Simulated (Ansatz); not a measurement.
# Ge (P6_3/mmc), generalised stacking fault

Method: DFT PBEsol, scalar-relativistic, plane waves, PAW (Ansatz 0.2.0). Settings: plane waves to 420 eV, k-mesh 13×13×4 (Γ-centred), Gaussian smearing 0.15 eV. No spin polarisation. Energies are free energies at this smearing, counted from the undisturbed cell; pressure is positive in compression.

The undisturbed cell (relaxed at this level; this form isn't the usual structure):

```
Ge
1.0
    -3.99697    0.00000    0.00000
    -1.99848   -3.46148    0.00000
     0.00000    0.00000   13.19273
Ge
8
Direct
  0.66667 0.66667 0.65646
  0.66667 0.66667 0.15646
  0.33333 0.33333 0.90646
  0.33333 0.33333 0.40646
  0.66667 0.66667 0.84354
  0.66667 0.66667 0.34354
  0.33333 0.33333 0.09354
  0.33333 0.33333 0.59354
```

The cut lies on the cell's a–b face, a (0 0 1) plane (indices in the standard cell, whose axes needn't be the Cartesian ones shown) of area 13.84 Å², between layers 2.47 Å apart. Vector c is tilted by f times 1·a + 0·b (length 3.997 Å) with the atoms' Cartesian places fixed: one unrelaxed fault a cell. The cell is metallic on the mesh throughout.

| f | γ (mJ/m²) | shear traction, the slope of γ along the slip (GPa) |
| --- | --- | --- |
| 0.0000 | 0 | 0.0 |
| 0.1000 | 67 | 3.4 |
| 0.2000 | 285 | 7.5 |
| 0.3000 | ? | ? |
| 0.4000 | 1053 | 8.5 |
| 0.5000 | 1248 | 0.0 |

By symmetry 0.6000 repeats 0.4000, 0.8000 repeats 0.2000, 0.7000 repeats 0.3000, 0.9000 repeats 0.1000 in energy, with the opposite slope along the path.

Give the withheld values.

γ (mJ/m²) at f = 0.3000: 653; shear traction, the slope of γ along the slip (GPa) at f = 0.3000: 10.4.

Cost: 6 runs of about 12 core-minutes in all, on Oxide Virtual Turin-like Processor (Zen 5) (shared hosts).